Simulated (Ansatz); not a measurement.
The system is La2O3.

```
La O
1.0
     6.37027    0.00000    0.00000
    -3.18514    5.51682    0.00000
     0.00000    0.00000    3.28989
La O
2 3
Direct
  0.66667 0.33333 0.49810
  0.33333 0.66667 0.50190
  0.50461 0.00000 0.00000
  0.00000 0.50461 0.00000
  0.49539 0.49539 0.00000
```

The cell comes from a database or a generator and needn't be the stable form of this composition.

Program: Ansatz 0.2.0. Alike in all runs: task band structure; potentials or basis Ansatz PAW; no spin polarisation; cell as given; k mesh 5 × 5 × 8; smearing fermi-dirac 0.05 eV.

Question: Order these runs on this cell by their pressure, lowest first.
A. level PBEsol; cutoff (eV) 420
B. level LDA; cutoff (eV) 420
C. level r2SCAN; cutoff (eV) 500

Answer: B (-5.2 GPa), A (-3.1 GPa), C (-0.8 GPa).

Caveats: the PAW data sets come from PBE, with cores solved anew for the run's functional, which leaves a small shift of forces and pressure; the magnetic or orbital state may not be the lowest (some runs).

Not every run made on this cell is shown here.
